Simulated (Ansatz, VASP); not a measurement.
Two plane-wave programs on Ni

The input INCAR:

```
SYSTEM = Ni
PREC = Accurate ; ENCUT = 520
EDIFF = 1E-7 ; ISMEAR = -1
SIGMA = 0.05 ; LREAL = .False.
LASPH = .True. ; NELM = 100
ALGO = Normal ; ISIF = 2
LWAVE = .False. ; LCHARG = .True.
LNONCOLLINEAR = .True. ; MAGMOM = 0.297 0.41 0.593 0.299 0.717 -0.475
LORBIT = 11 ; LMAXMIX = 4
LDAU = .True. ; LDAUTYPE = 2
LDAUL = 2 ; LDAUU = 4
LDAUJ = 0 ; LDAUPRINT = 1
GGA = CA ; LVHAR = .True.
```

KPOINTS

```
Automatic mesh
0
Gamma
  10 10 10
  0 0 0
```

POSCAR

```
Ni
1.0
    0.0000000000      1.7375729330      1.7375729330
    1.7375729330      0.0000000000      1.7375729330
    3.4751458660      3.4751458660      0.0000000000
Ni
2
Direct
    0.0000000000      0.0000000000      0.0000000000
    0.0000000000      0.0000000000      0.5000000000
```

File input.yaml:

```yaml
crystal:
  lattice:
    - [0.0, 1.737572933, 1.737572933]
    - [1.737572933, 0.0, 1.737572933]
    - [3.475145866, 3.475145866, 0.0]
  atoms:
    - { symbol: Ni, position: [0.0, 0.0, 0.0], spin: 0.78, spin_axis: [0.297, 0.41, 0.593] }
    - { symbol: Ni, position: [0.0, 0.0, 0.5], spin: 0.911, spin_axis: [0.299, 0.717, -0.475] }
hamiltonian:
  xc: lda
  pseudopotentials: { kind: paw }
  hubbard: { sites: [{ species: Ni, l: d, u_eff: 4.0 }] }
magnetization:
  noncollinear: true
  spin_orbit: false
kpoints:
  mp_grid: { grid: [10, 10, 10] }
scf:
  occupations: { method: fermi_dirac, width: 0.05 }
output:
  forces: true
  stress: true
  eigenvalues: true
```

Alike in both runs: task single point; functional LDA; k mesh 10 × 10 × 10; occupations fermi-dirac, width 0.05 eV; non-collinear spin, random start; Hubbard terms Ni d U = 4 eV.

```csv
,VASP,Ansatz
version,VASP 6.6.1,Ansatz 0.2.0
potentials or method,"VASP PAW LDA potentials, release 64 (Ni)",Ansatz PAW
plane-wave cutoff (eV),520,420
valence electrons in the cell,20,36
```

|  | VASP | Ansatz | Ansatz less VASP |
| --- | --- | --- | --- |
| gap on the k mesh at the Fermi level (eV) | none | none | - |
| pressure (GPa) | -18.9 | -5.1 | +13.83 |
| largest component of the traceless stress (GPa) | 0.45 | 0.82 | +0.366 |
| net moment per atom (μB) | 0.70 | 0.66 | -0.035 |
| size of the moment on the site where the two differ most (μB) | 0.72 | 0.57 | -0.151 |

Site moments also hang on the region over which each program counts them. The programs project onto different local orbitals, so the same U acts differently. A gap of «none» marks a metal or a gap that the smearing closes. The two sets of potentials don't hold the same shells in valence.

Caveats: the U is typed as a test and isn't derived for this compound; the magnetic or orbital state may not be the lowest (Ansatz); the PAW data sets come from PBE, with cores solved anew for the run's functional, which leaves a small shift of forces and pressure (Ansatz); the starting moments weren't kept (Ansatz). The state reached can hang on the start; a lower one may exist.
